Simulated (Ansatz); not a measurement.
# TiO2: the cost of one run

Program: Ansatz 0.2.0. Level of theory: DFT PBE+U, scalar-relativistic, plane waves, PAW. These are calculated values, not measurements.

2 further runs of the same task are left out: 2 set aside as unsound or not needed.

### 1 The system as given

Symmetry: I4_1/amd, No. 141, tetragonal system. Conventional cell: a = 3.818 Å, b = 3.818 Å, c = 9.776 Å, α = 90.00°, β = 90.00°, γ = 90.00°. Around Ti (site symmetry -4m2) lie 6 O at 1.96 to 2.01 Å. O (site symmetry 2mm) has 3 Ti at 1.96 to 2.01 Å as nearest neighbours.

Coordinates:

```cif
data_structure
_symmetry_space_group_name_H-M 'P 1'
_symmetry_Int_Tables_number 1
_cell_length_a 3.8180
_cell_length_b 3.8180
_cell_length_c 5.5831
_cell_angle_alpha 109.982
_cell_angle_beta 109.982
_cell_angle_gamma 90.000
_cell_volume 71.25
loop_
_atom_site_label
_atom_site_type_symbol
_atom_site_fract_x
_atom_site_fract_y
_atom_site_fract_z
_atom_site_occupancy
Ti1 Ti 0.12507 0.87493 0.25000 1
Ti2 Ti 0.87493 0.12507 0.75000 1
O1 O 0.33024 0.08041 0.66058 1
O2 O 0.66976 0.91959 0.33942 1
O3 O 0.91959 0.66976 0.83942 1
O4 O 0.08041 0.33024 0.16058 1
```

It goes back to an entry of the Materials Project, which need not be the stable form.

It is the result of an earlier relaxation at this level (volume 11.87 Å³/atom; gap on the mesh: 2.68 eV).

### 2 Point at V/V0 = 0.97

File input.yaml:

```yaml
crystal:
  lattice:
    - [2.672364277, -2.6724515955, -0.0195432357]
    - [2.672364277, 2.6724515955, -0.0195432357]
    - [-2.6354051627, 0.0, 4.8578575988]
  atoms:
    - { symbol: Ti, position: [0.1250672149, 0.8749327851, 0.25] }
    - { symbol: Ti, position: [0.8749327851, 0.1250672149, 0.75] }
    - { symbol: O, position: [0.3302404624, 0.080414284, 0.6605770689] }
    - { symbol: O, position: [0.6697595376, 0.919585716, 0.3394229311] }
    - { symbol: O, position: [0.919585716, 0.6697595376, 0.8394229311] }
    - { symbol: O, position: [0.080414284, 0.3302404624, 0.1605770689] }
basis:
  ecutwfc: 420
kpoints:
  mp_grid: { grid: [6, 6, 6] }
hamiltonian:
  xc: pbe
  hubbard: { sites: [{ species: Ti, l: d, u_eff: 4.0 }] }
scf:
  occupations: { method: gaussian, width: 0.02 }
output:
  forces: true
  stress: true
  eigenvalues: true
relax:
  adjacent_minimum: "off"
  f_tol: 0.01
  max_steps: 30
  cell: { stress_tol: 0.1, fix: [volume] }
```

On the command line:

```console
$ ansatz run input.yaml --threads 1 --pin off --max-ram 2560MiB --backend cpu --events-out ev --progress --plain --runs-dir out
```

**Question.** How long does this run take on 1 thread of Intel Xeon 6975P-C (Granite Rapids), shared host, and how much memory does it need?

About 31 s, with a peak of 0.56 GiB.
